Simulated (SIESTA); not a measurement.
**TaN under changes of volume**

One of the cells (10.813 Å³/atom); the others are scaled copies at fixed shape and fractional positions:

```
Ta N
1.0
     0.00000    2.21132    2.21132
     2.21132    0.00000    2.21132
     2.21132    2.21132    0.00000
Ta N
1 1
Direct
  0.50000 0.50000 0.50000
  0.00000 0.00000 0.00000
```

The cell comes from a database or a generator and needn't be the stable form of this composition.

```yaml
Program: SIESTA 5.4.2
Functional: PBE
Potentials_or_basis: PseudoDojo 0.4 standard (PBE files, fully relativistic)
Basis: DZP (energy shift 0.003 Ry; two zetas on semicore shells)
Grid_cutoff: 800 Ry
Energy_shift: 0.003 Ry
k_mesh: 8 × 8 × 8
Occupations: fermi-dirac, width 0.05 eV
Spin: non-collinear spin, zero start, spin-orbit coupling
Starting_moments: "[[0.0, 0.0, 0.0], [0.0, 0.0, 0.0]] μB"
```

```tsv
volume (Å³/atom)	energy over the lowest point (meV/atom)	pressure (GPa)
10.164	51.26	26.4
10.381	22.54	16.6
10.597	6.00	8.3
10.813	0.00	0.9
11.030	3.57	-5.8
11.246	?	?
11.462	35.11	-16.8
```

What does the run at 11.246 Å³/atom give?

Energy over the lowest point 15.65 meV/atom; pressure -11.7 GPa.

Worked out: A Birch-Murnaghan fit of order 3 (a polynomial in V^(-2/3)) to the other rows has its minimum at 10.84 Å³/atom with B0 = V·E''(V) = 348 GPa and B' = 4.8. It gives 15.58 meV/atom at 11.246 Å³/atom, against the run's 15.65, and -dE/dV = -11.8 GPa, against -11.7.

Energies are extrapolated to zero smearing.

Caveats: short orbitals over semicore shells can move pressures by several GPa; the basis of atomic orbitals isn't converged, which shifts pressures, moduli and gaps.
